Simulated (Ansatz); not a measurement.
Crystal: Ge.

```
Ge
1.0
     0.00000    2.82891    2.82891
     2.82891    0.00000    2.82891
     2.82891    2.82891    0.00000
Ge
2
Direct
  0.75000 0.75000 0.75000
  0.50000 0.50000 0.50000
```

Base run:

| Item | Value |
| --- | --- |
| Program | Ansatz 0.2.0 |
| Functional | PBE |
| Potentials or basis | Ansatz PAW |
| Cutoff | 500 eV |
| Density cutoff | 2000 eV |
| k mesh | 8 × 8 × 8 |
| Occupations | fermi-dirac, width 0.05 eV |
| Spin | no spin polarisation |

Its results: band gap on the k mesh none (metal or under the smearing width); pressure 3.6 GPa.

Question: The run is repeated on the same cell with these changes: functional from PBE to rPW86-PBE; cutoff from 500 eV to 420 eV (not typed: the program's choice for these potentials). What comes out?

Answer: Band gap on the k mesh none (metal or under the smearing width); pressure 6.8 GPa.

Caveats: this crystal is a semiconductor, whose small gap the functional closes, so the metal is an error of the method; the PAW data sets come from PBE, with cores solved anew for the run's functional, which leaves a small shift of forces and pressure (some runs).
